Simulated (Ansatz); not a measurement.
AgCl: stiffness from a series of strains

```
CELL_PARAMETERS angstrom
0.00000 2.77315 2.77315
2.77315 0.00000 2.77315
2.77315 2.77315 0.00000
ATOMIC_POSITIONS crystal
Ag 0.50000 0.50000 0.50000
Cl 0.00000 0.00000 0.00000
```

Atom numbers follow the list: Ag1, Cl2.

The cell is COD entry 9011666, as deposited and not checked against the literature; nothing was relaxed.

The calculation used DFT, PBE, all-electron LAPW, scalar-relativistic (Ansatz 0.2.0).

The runs use a Γ-centred 8×8×8 k mesh, Fermi–Dirac smearing of 0.02 eV, basis error target 0.5 meV/atom, no spin polarisation.

The strain is applied along the Cartesian axes of the cell as listed (the other components stay zero). Fractional coordinates are held (clamped ions).

σ is the change of stress from the unstrained cell, which is at 1.61 GPa; tension is positive, so slopes are stress–strain coefficients at that pressure.

Only quantities that a quadratic follows smoothly over the whole series are listed; rougher ones are left out.

```tsv
εzz	σzz (GPa)	σxx (GPa)
-0.0300	-2.48	-1.38
-0.0100	-0.72	-0.43
0.0000	0.00	0.00
0.0100	0.63	0.40
0.0200	1.18	0.78
0.0300	1.65	1.13
```

**Question.** Fit the series and read off the stiffness at zero strain.

**Answer.** Least-squares fits y = p0 + p1 x + p2 x² to the rows give σzz (GPa): p1 = 68.6, p2 = -460; σxx (GPa): p1 = 41.8, p2 = -140. So C11 = 69 GPa and C12 = 42 GPa, which gives B = (C11 + 2 C12)/3 = 51 GPa.

**Question.** One run, at εzz = -0.0200, is withheld. Predict its row.

**Answer.** The fits give -1.56, -0.89; the run gave -1.54, -0.89.
